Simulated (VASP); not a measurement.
## MeOH on the (1 1 1) face of TaN

Does MeOH stick to the (1 1 1) face of TaN, and does it stay whole? The molecule starts over a bridge site, inverted. The start is a cell from a database of measured crystal structures.

Calculated with VASP 6.6.1; PBE; plane waves and PAW (Ta_pv, N), in the first sound run; inputs show where later runs differ.

## (1) Starting point

The cell holds 24 atoms: 12 Ta and 12 N. Cell: a = 6.163 Å, b = 6.163 Å, c = 26.980 Å, α = 90.0°, β = 90.0°, γ = 120.0°. It derives from TaN. the (1 1 1) slab of TaN, cut from the database cell. Vacuum lies along c.

## (2) Surface relaxation

The free atoms relax, while those held by selective dynamics keep their cut positions.

INCAR

```
SYSTEM = TaN
PREC = Normal
ENCUT = 400
EDIFF = 1E-05
NELM = 120
ISMEAR = 0
SIGMA = 0.05
LREAL = Auto
ALGO = Fast
GGA = PE
NBANDS = 120
LORBIT = 11
LWAVE = .FALSE.
LCHARG = .FALSE.
IBRION = 2
NSW = 40
ISIF = 2
EDIFFG = -0.03
POTIM = 0.4
MAXMIX = 40
IDIPOL = 3
LDIPOL = .TRUE.
DIPOL = 0.5 0.5 0.43
```

POSCAR

```
TaN
1.0
    6.1631427048      0.0000000000      0.0000000000
   -3.0815713524      5.3374381495      0.0000000000
    0.0000000000      0.0000000000     26.9804311828
Ta N
12 12
Selective dynamics
Direct
    0.1666666700      0.3333333300      0.3131899500  F F F
    0.1666666700      0.8333333300      0.3131899500  F F F
    0.6666666700      0.3333333300      0.3131899500  F F F
    0.6666666700      0.8333333300      0.3131899500  F F F
    0.5000000000      0.5000000000      0.4064461500  F F F
    0.5000000000      0.0000000000      0.4064461500  F F F
    0.0000000000      0.5000000000      0.4064461500  F F F
    0.0000000000      0.0000000000      0.4064461500  F F F
    0.8333333300      0.6666666700      0.4997023500  T T T
    0.8333333300      0.1666666700      0.4997023500  T T T
    0.3333333300      0.6666666700      0.4997023500  T T T
    0.3333333300      0.1666666700      0.4997023500  T T T
    0.3333333300      0.1666666700      0.3598180500  F F F
    0.3333333300      0.6666666700      0.3598180500  F F F
    0.8333333300      0.1666666700      0.3598180500  F F F
    0.8333333300      0.6666666700      0.3598180500  F F F
    0.6666666700      0.3333333300      0.4530742500  T T T
    0.6666666700      0.8333333300      0.4530742500  T T T
    0.1666666700      0.3333333300      0.4530742500  T T T
    0.1666666700      0.8333333300      0.4530742500  T T T
    0.0000000000      0.5000000000      0.5463304500  T T T
    0.0000000000      0.0000000000      0.5463304500  T T T
    0.5000000000      0.5000000000      0.5463304500  T T T
    0.5000000000      0.0000000000      0.5463304500  T T T
```

KPOINTS

```
Automatic mesh
0
Gamma
3 3 1
0 0 0
```

Potentials, in the order of the species: Ta_pv and N (PBE family, release 64).

Command:

```bash
$ export OMP_NUM_THREADS=5
$ mpirun -np 1 vasp_std
```

Output:

```text
[banner, memory and clock lines left out]
running    1 mpi-ranks, on    1 nodes
 distrk:  each k-point on    1 cores,    1 groups
 distr:  one band on    1 cores,    1 groups
 Offloading initialized ...    1 GPUs detected
 POSCAR found type information on POSCAR TaN
 POSCAR found :  2 types and      24 ions
 LDA part: xc-table for (Slater+PW92), standard interpolation
 POSCAR, INCAR and KPOINTS ok, starting setup
 FFT: planning ... GRIDC
 FFT: planning ... GRID_SOFT
 FFT: planning ... GRID
 WAVECAR not read
 entering main loop
       N       E                     dE             d eps       ncg     rms          rms(c)
DAV:   1     0.158842446869E+04    0.15884E+04   -0.92452E+04   888   0.114E+03
DAV:   2    -0.135372398693E+03   -0.17238E+04   -0.16809E+04   888   0.344E+02
DAV:   3    -0.283782425091E+03   -0.14841E+03   -0.14463E+03   824   0.961E+01
DAV:   4    -0.291591294528E+03   -0.78089E+01   -0.77104E+01   928   0.204E+01
DAV:   5    -0.291843533852E+03   -0.25224E+00   -0.25101E+00   864   0.352E+00    0.792E+01
RMM:   6    -0.313540046421E+03   -0.21697E+02   -0.22013E+02   843   0.296E+01    0.526E+01
RMM:   7    -0.486241526742E+03   -0.17270E+03   -0.42556E+02   942   0.340E+01    0.417E+01
RMM:   8    -0.288907851876E+03    0.19733E+03   -0.69278E+01   734   0.181E+01    0.299E+01
RMM:   9    -0.263420937293E+03    0.25487E+02   -0.31016E+01   849   0.103E+01    0.177E+01
RMM:  10    -0.252020078738E+03    0.11401E+02   -0.30082E+01   910   0.904E+00    0.583E+00
RMM:  11    -0.250983512538E+03    0.10366E+01   -0.83161E+00   907   0.447E+00    0.404E+00
RMM:  12    -0.251427169087E+03   -0.44366E+00   -0.18205E+00   892   0.254E+00    0.386E+00
RMM:  13    -0.251084373144E+03    0.34280E+00   -0.15037E+00   799   0.235E+00    0.330E+00
RMM:  14    -0.250845177933E+03    0.23920E+00   -0.31812E-01   848   0.125E+00    0.196E+00
RMM:  15    -0.250799962930E+03    0.45215E-01   -0.65469E-01   880   0.100E+00    0.104E+00
RMM:  16    -0.250798283514E+03    0.16794E-02   -0.13434E-01   844   0.638E-01    0.780E-01
RMM:  17    -0.250797478296E+03    0.80522E-03   -0.25300E-02   818   0.322E-01    0.432E-01
RMM:  18    -0.250787849683E+03    0.96286E-02   -0.28717E-02   898   0.289E-01    0.285E-01
RMM:  19    -0.250786511624E+03    0.13381E-02   -0.43748E-03   826   0.125E-01    0.940E-02
RMM:  20    -0.250786882300E+03   -0.37068E-03   -0.19033E-03   889   0.627E-02    0.432E-02
RMM:  21    -0.250787201384E+03   -0.31908E-03   -0.66079E-04   730   0.361E-02    0.281E-02
RMM:  22    -0.250787439107E+03   -0.23772E-03   -0.23061E-04   621   0.190E-02    0.320E-02
RMM:  23    -0.250787640159E+03   -0.20105E-03   -0.15656E-04   618   0.161E-02    0.830E-03
RMM:  24    -0.250787771494E+03   -0.13133E-03   -0.55671E-05   532   0.968E-03    0.841E-03
RMM:  25    -0.250787835817E+03   -0.64322E-04   -0.16471E-05   450   0.625E-03    0.942E-03
RMM:  26    -0.250787850245E+03   -0.14429E-04   -0.82176E-06   373   0.441E-03    0.234E-03
RMM:  27    -0.250787855414E+03   -0.51688E-05   -0.25891E-06   246   0.270E-03
   1 F= -.25078786E+03 E0= -.25076635E+03  d E =-.250788E+03
 curvature:   0.00 expect dE= 0.000E+00 dE for cont linesearch  0.000E+00
 trial: gam= 0.00000 g(F)=  0.797E+01 g(S)=  0.000E+00 ort = 0.000E+00 (trialstep = 0.100E+01)
 search vector abs. value=  0.797E+01
 bond charge predicted
       N       E                     dE             d eps       ncg     rms          rms(c)
DAV:   1    -0.246399064622E+03    0.43888E+01   -0.12077E+03   744   0.109E+02    0.124E+01
RMM:   2    -0.253592085946E+03   -0.71930E+01   -0.77732E+01   783   0.276E+01    0.509E+00
RMM:   3    -0.255043432854E+03   -0.14513E+01   -0.22881E+01   834   0.111E+01    0.567E+00
RMM:   4    -0.254138385826E+03    0.90505E+00   -0.33923E+00   838   0.477E+00    0.312E+00
RMM:   5    -0.254116835914E+03    0.21550E-01   -0.99242E-01   864   0.245E+00    0.220E+00
RMM:   6    -0.254121734305E+03   -0.48984E-02   -0.66191E-01   767   0.170E+00    0.144E+00
RMM:   7    -0.254082690767E+03    0.39044E-01   -0.29250E-01   783   0.124E+00    0.123E+00
RMM:   8    -0.254093983649E+03   -0.11293E-01   -0.15921E-01   816   0.838E-01    0.119E+00
RMM:   9    -0.254033263787E+03    0.60720E-01   -0.77303E-02   760   0.572E-01    0.415E-01
RMM:  10    -0.254028568376E+03    0.46954E-02   -0.27528E-02   866   0.288E-01    0.242E-01
RMM:  11    -0.254027823855E+03    0.74452E-03   -0.26174E-02   876   0.272E-01    0.248E-01
RMM:  12    -0.254028733167E+03   -0.90931E-03   -0.47575E-03   857   0.138E-01    0.227E-01
RMM:  13    -0.254028114209E+03    0.61896E-03   -0.24109E-03   834   0.921E-02    0.173E-01
RMM:  14    -0.254028346991E+03   -0.23278E-03   -0.82800E-03   940   0.145E-01    0.107E-01
RMM:  15    -0.254028605827E+03   -0.25884E-03   -0.80132E-04   748   0.538E-02    0.825E-02
RMM:  16    -0.254028904474E+03   -0.29865E-03   -0.74884E-04   813   0.539E-02    0.386E-02
RMM:  17    -0.254029224234E+03   -0.31976E-03   -0.16593E-04   672   0.259E-02    0.256E-02
RMM:  18    -0.254029416568E+03   -0.19233E-03   -0.69449E-05   610   0.142E-02    0.221E-02
RMM:  19    -0.254029629398E+03   -0.21283E-03   -0.80055E-05   619   0.140E-02    0.125E-02
RMM:  20    -0.254029655084E+03   -0.25686E-04   -0.30414E-05   473   0.829E-03    0.462E-03
RMM:  21    -0.254029699860E+03   -0.44776E-04   -0.11019E-05   338   0.497E-03    0.460E-03
RMM:  22    -0.254029717523E+03   -0.17663E-04   -0.54021E-06   397   0.398E-03    0.336E-03
RMM:  23    -0.254029722083E+03   -0.45603E-05   -0.13781E-06   242   0.229E-03
   2 F= -.25402972E+03 E0= -.25401808E+03  d E =-.324187E+01
[... from here on, the cycles between the ionic steps are left out ...]
   3 F= -.25419752E+03 E0= -.25418040E+03  d E =-.340967E+01
   4 F= -.25419756E+03 E0= -.25418021E+03  d E =-.340970E+01
   5 F= -.25428509E+03 E0= -.25426952E+03  d E =-.875300E-01
   6 F= -.25430133E+03 E0= -.25428603E+03  d E =-.103773E+00
   7 F= -.25430135E+03 E0= -.25428601E+03  d E =-.103788E+00
   8 F= -.25430265E+03 E0= -.25428722E+03  d E =-.129891E-02
   9 F= -.25430465E+03 E0= -.25428893E+03  d E =-.329855E-02
  10 F= -.25430551E+03 E0= -.25429014E+03  d E =-.868168E-03
 trial-energy change:   -0.000868  1 .order   -0.000834   -0.001006   -0.000662
 step:   1.2150(harm=  1.2150)  dis= 0.00796  next Energy=  -254.306115 (dE=-0.147E-02)
 bond charge predicted
       N       E                     dE             d eps       ncg     rms          rms(c)
DAV:   1    -0.254302317028E+03    0.31915E-02   -0.50450E-01   720   0.229E+00    0.139E-01
RMM:   2    -0.254305281845E+03   -0.29648E-02   -0.35691E-02   781   0.620E-01    0.528E-02
RMM:   3    -0.254306072652E+03   -0.79081E-03   -0.72950E-03   791   0.235E-01    0.152E-02
RMM:   4    -0.254306215996E+03   -0.14334E-03   -0.12044E-03   835   0.946E-02    0.968E-03
RMM:   5    -0.254306244761E+03   -0.28765E-04   -0.26465E-04   683   0.488E-02    0.134E-02
RMM:   6    -0.254306246098E+03   -0.13369E-05   -0.60723E-05   504   0.199E-02
  11 F= -.25430625E+03 E0= -.25429152E+03  d E =-.160051E-02
 curvature:  -1.42 expect dE=-0.210E-03 dE for cont linesearch -0.251E-06
 trial: gam= 0.26102 g(F)=  0.148E-03 g(S)=  0.000E+00 ort =-0.316E-04 (trialstep = 0.576E+00)
 search vector abs. value=  0.516E-03
 reached required accuracy - stopping structural energy minimisation
```

Elapsed: 8.6 min, on 1 × NVIDIA H100 80GB HBM3, 81559 MiB with 1 MPI rank of AMD EPYC 7R13 (Zen 3), card shared with another run, shared host; peak memory 1.9 GiB.

Lines that name or quote the potential files are left out of all logs, and their timing lines are given in words.

OUTCAR, selected parts (step 2):

```text
ion  position               nearest neighbor table
   1  0.167  0.333  0.313-  13 2.18  14 2.18  15 2.18   4 3.08   2 3.08   2 3.08   4 3.08   3 3.08
                             3 3.08   8 3.08   5 3.08   7 3.08
   2  0.167  0.833  0.313-  14 2.18  13 2.18  16 2.18   3 3.08   1 3.08   1 3.08   3 3.08   4 3.08
                             4 3.08   7 3.08   6 3.08   8 3.08
   3  0.667  0.333  0.313-  15 2.18  16 2.18  13 2.18   4 3.08   2 3.08   4 3.08   2 3.08   1 3.08
                             1 3.08   6 3.08   7 3.08   5 3.08
   4  0.667  0.833  0.313-  16 2.18  15 2.18  14 2.18   3 3.08   1 3.08   3 3.08   1 3.08   2 3.08
                             2 3.08   5 3.08   8 3.08   6 3.08
   5  0.500  0.500  0.406-  13 2.18  18 2.18  16 2.18  19 2.18  14 2.18  17 2.18   6 3.08   8 3.08
                             6 3.08   8 3.08   7 3.08   7 3.08  12 3.08   4 3.08   1 3.08   9 3.08
   6  0.500  0.000  0.406-  14 2.18  17 2.18  15 2.18  20 2.18  18 2.18  13 2.18   5 3.08   7 3.08
                             5 3.08   7 3.08   8 3.08   8 3.08  11 3.08   3 3.08   2 3.08  10 3.08
   7  0.000  0.500  0.406-  15 2.18  20 2.18  17 2.18  14 2.18  19 2.18  16 2.18   6 3.08   8 3.08
                             8 3.08   6 3.08   5 3.08   5 3.08  10 3.08   2 3.08  11 3.08   3 3.08
   8  0.000  0.000  0.406-  16 2.18  19 2.18  18 2.18  13 2.18  15 2.18  20 2.18   5 3.08   7 3.08
                             7 3.08   5 3.08   6 3.08   6 3.08   9 3.08   1 3.08  12 3.08   4 3.08
   9  0.833  0.667  0.500-  18 2.18  22 2.18  23 2.18  17 2.18  21 2.18  20 2.18  10 3.08  12 3.08
                            10 3.08  12 3.08  11 3.08  11 3.08   8 3.08   5 3.08   7 3.08
  10  0.833  0.167  0.500-  17 2.18  21 2.18  24 2.18  18 2.18  22 2.18  19 2.18   9 3.08  11 3.08
                             9 3.08  11 3.08  12 3.08  12 3.08   7 3.08   6 3.08   8 3.08
  11  0.333  0.667  0.500-  20 2.18  24 2.18  21 2.18  19 2.18  23 2.18  18 2.18  10 3.08  12 3.08
                            12 3.08  10 3.08   9 3.08   9 3.08   6 3.08   7 3.08   5 3.08
  12  0.333  0.167  0.500-  19 2.18  23 2.18  22 2.18  20 2.18  24 2.18  17 2.18   9 3.08  11 3.08
                            11 3.08   9 3.08  10 3.08  10 3.08   5 3.08   8 3.08   6 3.08
  13  0.333  0.167  0.360-   1 2.18   5 2.18   8 2.18   2 2.18   6 2.18   3 2.18
  14  0.333  0.667  0.360-   2 2.18   6 2.18   7 2.18   1 2.18   5 2.18   4 2.18
  15  0.833  0.167  0.360-   3 2.18   7 2.18   6 2.18   4 2.18   8 2.18   1 2.18
  16  0.833  0.667  0.360-   4 2.18   8 2.18   5 2.18   3 2.18   7 2.18   2 2.18
  17  0.667  0.333  0.453-  10 2.18   6 2.18   7 2.18   9 2.18   5 2.18  12 2.18
  18  0.667  0.833  0.453-   9 2.18   5 2.18   8 2.18  10 2.18   6 2.18  11 2.18
  19  0.167  0.333  0.453-  12 2.18   8 2.18   5 2.18  11 2.18   7 2.18  10 2.18
  20  0.167  0.833  0.453-  11 2.18   7 2.18   6 2.18  12 2.18   8 2.18   9 2.18
  21  0.000  0.500  0.546-  10 2.18  11 2.18   9 2.18
  22  0.000  0.000  0.546-   9 2.18  12 2.18  10 2.18
  23  0.500  0.500  0.546-  12 2.18   9 2.18  11 2.18
  24  0.500  0.000  0.546-  11 2.18  10 2.18  12 2.18

  LATTYP: Found a hexagonal cell.
 ALAT       =     6.1631427048
 C/A-ratio  =     4.3777067115

 Subroutine GETGRP returns: Found  6 space group operations
 (whereof  6 operations were pure point group operations)

The static configuration has the point symmetry C_3v.

 Found      3 irreducible k-points:

   k-points           NKPTS =      3   k-points in BZ     NKDIM =      3   number of bands    NBANDS=    120

   dimension x,y,z NGX =    30 NGY =   30 NGZ =  140
   dimension x,y,z NGXF=    60 NGYF=   60 NGZF=  280

   ENCUT  =  400.0 eV  29.40 Ry    5.42 a.u.  10.05 10.05 44.00*2*pi/ulx,y,z

   NELECT =     192.0000    total number of electrons

 k-points in reciprocal lattice and weights: Automatic mesh
   0.00000000  0.00000000  0.00000000       0.111
   0.33333333  0.00000000  0.00000000       0.667
   0.33333333  0.33333333  0.00000000       0.222

 dipolmoment           0.000000      0.000000      0.045768 electrons x Angstroem

 average (electrostatic) potential at core
       1 -44.7083       2 -44.7083       3 -44.7083       4 -44.7083       5 -45.3771
       6 -45.3771       7 -45.3771       8 -45.3771       9 -45.4345      10 -45.4345
      11 -45.4345      12 -45.4345      13 -72.0775      14 -72.0775      15 -72.0775
      16 -72.0775      17 -71.6230      18 -71.6230      19 -71.6230      20 -71.6230
      21 -70.1510      22 -70.1510      23 -70.1510      24 -70.1510

 E-fermi :  -1.1498

 k-point     1 :       0.0000    0.0000    0.0000
  band No.  band energies     occupation
    ...
     93      -1.3996      2.00000
     94      -1.3996      2.00000
     95      -1.1652      1.33668
     96      -1.1652      1.33656
     97      -1.1652      1.33656
     98      -0.8129      0.00000
     99      -0.6611      0.00000
    100      -0.6611      0.00000
    101       0.1426      0.00000
    102       0.1426      0.00000
    ...

 k-point     2 :       0.3333    0.0000    0.0000
  band No.  band energies     occupation
    ...
     91      -1.7763      2.00000
     92      -1.7763      2.00000
     93      -1.4305      2.00000
     94      -1.4089      2.00000
     95      -1.3767      2.00000
     96      -1.0961      0.12848
     97      -1.0960      0.12839
     98      -0.8824      0.00000
     99      -0.4385      0.00000
    100      -0.4385      0.00000
    ...

 k-point     3 :       0.3333    0.3333    0.0000
  band No.  band energies     occupation
    ...
     95      -1.4500      2.00000
     96      -1.2130      1.92636
     97      -1.2130      1.92636
     98      -1.2130      1.92611
     99      -1.1707      1.44566
    100      -0.2769      0.00000
    101      -0.1400      0.00000
    102      -0.0301      0.00000
    103      -0.0301      0.00000
    104      -0.0301      0.00000
    ...

  Total        5.1579612      5.1579612     -9.1897310      0.0000000      0.0000000      0.0000000
  in kB        9.3111792      9.3111792    -16.5893518      0.0000000      0.0000000      0.0000000
  external PRESSURE =       0.6776689 kB  Pullay stress =       0.0000000 kB

  energy-cutoff  :      400.00
  volume of cell :      887.53
      direct lattice vectors                 reciprocal lattice vectors
     6.163142705  0.000000000  0.000000000     0.162254883  0.093677901 -0.000000000
    -3.081571352  5.337438149  0.000000000     0.000000000  0.187355801  0.000000000
     0.000000000  0.000000000 26.980431183     0.000000000 -0.000000000  0.037063900

 POSITION                                       TOTAL-FORCE (eV/Angst)
 -----------------------------------------------------------------------------------
      0.00000      1.77915      8.45000        -0.000000     -0.000000      0.925217
     -1.54079      4.44787      8.45000        -0.000000     -0.000000      0.925217
      3.08157      1.77915      8.45000        -0.000000     -0.000000      0.925217
      1.54079      4.44787      8.45000        -0.000000     -0.000000      0.925217
      1.54079      2.66872     10.96609        -0.000000     -0.000000      0.166331
      3.08157      0.00000     10.96609        -0.000000     -0.000000      0.166331
     -1.54079      2.66872     10.96609        -0.000000     -0.000000      0.166331
      0.00000      0.00000     10.96609        -0.000000     -0.000000      0.166331
      3.08157      3.55829     13.67572        -0.000000      0.000000     -0.015172
      4.62236      0.88957     13.67572        -0.000000      0.000000     -0.015172
     -0.00000      3.55829     13.67572        -0.000000      0.000000     -0.015172
      1.54079      0.88957     13.67572        -0.000000      0.000000     -0.015172
      1.54079      0.88957      9.70805        -0.000000      0.000000     -1.113626
     -0.00000      3.55829      9.70805         0.000000      0.000000     -1.113626
      4.62236      0.88957      9.70805        -0.000000      0.000000     -1.113626
      3.08157      3.55829      9.70805         0.000000      0.000000     -1.113626
      3.08157      1.77915     12.27317         0.000000      0.000000      0.014309
      1.54079      4.44787     12.27317         0.000000     -0.000000      0.014309
      0.00000      1.77915     12.27317         0.000000      0.000000      0.014309
     -1.54079      4.44787     12.27317         0.000000     -0.000000      0.014309
      4.62236      2.66872     14.60431        -0.000000     -0.000000      0.022941
      6.16314      0.00000     14.60431        -0.000000     -0.000000      0.022941
      1.54079      2.66872     14.60431        -0.000000     -0.000000      0.022941
      3.08157      0.00000     14.60431        -0.000000     -0.000000      0.022941
 -----------------------------------------------------------------------------------
    total drift:                               -0.000055      0.000038     -0.015826

  FREE ENERGIE OF THE ION-ELECTRON SYSTEM (eV)
  ---------------------------------------------------
  free  energy   TOTEN  =      -254.3062460979 eV

  energy  without entropy=     -254.2767862227  energy(sigma->0) =     -254.29151616

 reached required accuracy - stopping structural energy minimisation

 vacuum level on the upper side and lower side of the slab         3.782         3.538

 total charge
# of ion       s       p       d       tot
------------------------------------------
    1        0.308   6.180   2.272   8.761
    2        0.308   6.180   2.272   8.761
    3        0.308   6.180   2.272   8.761
    4        0.308   6.180   2.272   8.761
    5        0.275   6.230   2.466   8.972
    6        0.275   6.230   2.466   8.972
    7        0.275   6.230   2.466   8.972
    8        0.275   6.230   2.466   8.972
    9        0.340   6.287   2.342   8.969
   10        0.340   6.287   2.342   8.969
   11        0.340   6.287   2.342   8.969
   12        0.340   6.287   2.342   8.969
   13        1.253   2.467   0.000   3.721
   14        1.253   2.467   0.000   3.721
   15        1.253   2.467   0.000   3.721
   16        1.253   2.467   0.000   3.721
   17        1.251   2.466   0.000   3.717
   18        1.251   2.466   0.000   3.717
   19        1.251   2.466   0.000   3.717
   20        1.251   2.466   0.000   3.717
   21        1.291   2.441   0.000   3.732
   22        1.291   2.441   0.000   3.732
   23        1.291   2.441   0.000   3.732
   24        1.291   2.441   0.000   3.732
--------------------------------------------------
tot         18.871 104.289  28.323 151.483
```

The run keeps the 6 symmetry operations of its start, so it cannot find a distortion of lower symmetry.

(Part 1 of 9 ends here.)

[Lines on the potential files, build, host, timing and source positions are cut from VASP's logs without a mark.]

[Logs are printed without paths, hosts, clocks, repeated set-up lines and the standing remarks that a program may print on its own settings, such as how far it seeks lower states.]

[Hosts, paths, dates, database ids (printed as entryN), source tags and the programs' standing remarks are cut or masked in the printed files.]

[Runs that stopped without an error message from VASP are left out.]
